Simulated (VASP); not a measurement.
The system is FeO.

```
Fe O
1.0
     0.00000    1.75247    5.03159
    -3.03536    0.00000    0.00000
     0.00000   -1.75247    2.51579
Fe O
2 2
Direct
  0.00000 0.00000 0.00000
  0.50000 0.50000 0.00000
  0.50000 0.00000 0.50000
  0.00000 0.50000 0.50000
```

Program: VASP 6.6.1. Alike in all runs: task single point; potentials or basis VASP PAW PBE potentials, release 64 (Fe, O); cell as given; k mesh 5 × 6 × 8; cutoff (eV) 520; smearing gaussian 0.05 eV.

Problem. Order these runs on this cell by their band gap on the k mesh, lowest first.
A. level r2SCAN+U; spin collinear, ferrimagnetic start; U Fe d U = 2 eV
B. level PBE; spin collinear, ferrimagnetic start
C. level PBE+U; spin collinear, antiferromagnetic start; U Fe d U = 5 eV

Solution. B (metal), A (0.15 eV), C (1.71 eV).

Caveats: an odd mesh through Γ misses points on the zone boundary, where band edges often lie (some runs); semilocal functionals often make such compounds metallic where correlation or magnetic order opens a gap, which also shifts bond lengths (some runs).

Not every run made on this cell is shown here.
